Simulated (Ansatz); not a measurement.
A run of Ansatz 0.2.0 is set up as follows.

File input.yaml:

```yaml
crystal:
  lattice:
    - [2.2675, 1.3091417354, 3.938]
    - [-2.2675, 1.3091417354, 3.938]
    - [0.0, -2.6182834708, 3.938]
  atoms:
    - { symbol: Bi, position: [0.766, 0.766, 0.766] }
    - { symbol: Bi, position: [0.234, 0.234, 0.234] }
kpoints:
  mp_grid: { grid: [7, 7, 7] }
scf:
  occupations: { method: fermi_dirac, width: 0.05 }
hamiltonian:
  xc: pbesol
  pseudopotentials: { kind: all_electron, lapw: { basis_error: 0.001 } }
output:
  forces: true
  stress: true
  eigenvalues: true
  populations: true
```

Potentials or basis: all-electron LAPW, scalar-relativistic.

Run with:

```bash
$ ansatz run input.yaml --threads 1 --pin off --max-ram 3072MiB --backend cpu --events-out ev --progress --plain --runs-dir out
```

Q: Predict the band gap on the k mesh.

A: 0.26 eV, indirect (least direct gap 0.52 eV).

Q: Estimate the pressure.

A: -0.3 GPa.

Q: Estimate the largest force.

A: 0.131 eV/Å.

Forces on the atoms (eV/Å):
```
Bi   0.000  0.000 -0.131
Bi   0.000  0.000  0.131
```

Caveat: spin-orbit coupling is left out, which as a rule narrows the gap of such compounds by several tenths of an eV; an odd mesh through Γ misses points on the zone boundary, where band edges often lie. PBEsol gaps usually lie below the measured ones, often by a third to a half.
